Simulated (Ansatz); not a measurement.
Pressure against volume: Na

```
CELL_PARAMETERS angstrom
-2.11750 2.11750 2.11750
2.11750 -2.11750 2.11750
2.11750 2.11750 -2.11750
ATOMIC_POSITIONS crystal
Na 0.00000 0.00000 0.00000
```

The structure is an experimental refinement, used without relaxation.

All numbers are computed: DFT, PBE, all-electron LAPW, scalar-relativistic (Ansatz 0.2.0); DFT, PBE, PAW with Ansatz's default frozen-core files, scalar-relativistic (Ansatz 0.2.0).

For LAPW: a Γ-centred 11×11×11 k mesh, Fermi–Dirac smearing of 0.03 eV, basis error target 0.5 meV/atom, no spin polarisation. PAW takes a cutoff of 420 eV at this cell. The Ansatz runs share mesh, smearing and spin set-up. Plane-wave (PAW) pressures include the program's estimate of the Pulay term.

The cell above is scaled evenly, with fractional coordinates and shape held.

| V/V(cell) | V (Å³/atom) | P, LAPW (GPa) | P, PAW (GPa) |
| --- | --- | --- | --- |
| 0.9405 | 35.718 | 0.28 | 0.27 |
| 0.9800 | 37.218 | -0.05 | -0.06 |
| 1.0000 | 37.978 | -0.20 | -0.21 |
| 1.0200 | 38.737 | -0.34 | -0.35 |
| 1.0600 | 40.257 | ? | ? |

**Question.** Fill in the row V/V(cell) = 1.0600.

**Answer.** P, LAPW (GPa) = -0.57, P, PAW (GPa) = -0.58.

**Question.** What do Birch–Murnaghan fits to the pressures give?

**Answer.** LAPW: V0 = 36.96 Å³/atom, B0 = 8 GPa, B0′ = 3.7; PAW: V0 = 36.91 Å³/atom, B0 = 8 GPa, B0′ = 3.7.

PAW's V0 lies -0.14 % from the all-electron value and its B0 0.2 %. Symmetry fixes shape and coordinates here, so this is the relaxed modulus.
